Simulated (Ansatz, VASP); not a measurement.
**K2Br in VASP and in Ansatz**

```
K Br
1.0
     0.00000    3.69348    3.69348
     3.69348    0.00000    3.69348
     3.69348    3.69348    0.00000
K Br
2 1
Direct
  0.25000 0.25000 0.25000
  0.75000 0.75000 0.75000
  0.00000 0.00000 0.00000
```

Alike in both runs: task single point; functional r2SCAN; k mesh 4 × 4 × 4; occupations gaussian, width 0.1 eV; no spin polarisation.

```csv
,VASP,Ansatz
version,VASP 6.6.1,Ansatz 0.2.0
potentials or method,"VASP PAW PBE potentials, release 64 (K_sv, Br)","scalar-relativistic, plane waves, PAW"
plane-wave cutoff (eV),520,500
valence electrons in the cell,25,25
```

```csv
,VASP,Ansatz,Ansatz less VASP
gap on the k mesh at the Fermi level (eV),none,none,-
pressure (GPa),4.3,4.3,-0.01
```

A gap of «none» marks a metal or a gap that the smearing closes.

Caveats: the k mesh is coarse (spacing up to 0.37 Å⁻¹), so the values aren't converged; the PAW data sets were made with another functional, which shifts forces and pressure a little (VASP); an odd number of electrons without spin polarisation forces a metal; a magnetic or distorted state may lie lower.
